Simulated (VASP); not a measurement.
**TiS2: single point with PBE**

TiS2:

```xyz
3
Lattice="3.4106 0.0000 0.0000 -1.7053 2.9537 0.0000 0.0000 0.0000 5.5953" Properties=species:S:1:pos:R:3 pbc="T T T"
Ti    0.0000    0.0000    0.0000
S     0.0000    1.9691    1.4004
S     1.7053    0.9846    4.1949
```

The cell was built by a generator and needn't be a form met in nature.

The cell isn't the ideal one: uniaxial_z strain -2.5%.

| Quantity | Value |
| --- | --- |
| Program | VASP 6.6.1 |
| Task | single point |
| Functional | PBE |
| Potentials or basis | VASP PAW PBE potentials, release 64 (Ti_sv, S) |
| Cutoff | 520 eV |
| k mesh | 12 × 12 × 4 |
| Occupations | fermi-dirac, width 0.02 eV |
| Spin | no spin polarisation |

```json
{
  "Pressure": "2.1 GPa",
  "Largest force": "0.131 eV/Å",
  "Band gap on the k mesh": "none (metal or under the smearing width)"
}
```

Forces in eV/Å, atoms in the order of the input:
```
Ti   0.000  0.000  0.000
S    0.000  0.000  0.131
S    0.000  0.000 -0.131
```

Stress tensor (GPa, compression positive):
```
1.41 0.00 0.00
0.00 1.41 0.00
0.00 0.00 3.62
```

Levels at points of the mesh, in eV from the Fermi level:
| k point | band 9 | band 10 | band 11 | band 12 | band 13 | band 14 | band 15 | band 16 |
| --- | --- | --- | --- | --- | --- | --- | --- | --- |
| (0.00, 0.00, 0.00) | -2.93 | 0.00 | 0.00 | 0.03 | 0.42 | 0.42 | 0.91 | 3.45 |
| (0.50, 0.00, 0.00) | -2.99 | -2.76 | -2.74 | -1.72 | 0.19 | 1.46 | 1.86 | 3.67 |
| (0.00, 0.00, 0.50) | -2.88 | -2.49 | -0.20 | -0.20 | 0.40 | 0.40 | 1.51 | 3.78 |
| (0.50, 0.00, 0.50) | -2.94 | -2.85 | -1.35 | -1.26 | -0.08 | 1.45 | 1.82 | 3.34 |

It took 58 s on 1 thread of Intel(R) Xeon(R) Platinum 8488C (Sapphire Rapids) (shared host), peak memory 0.21 GiB.
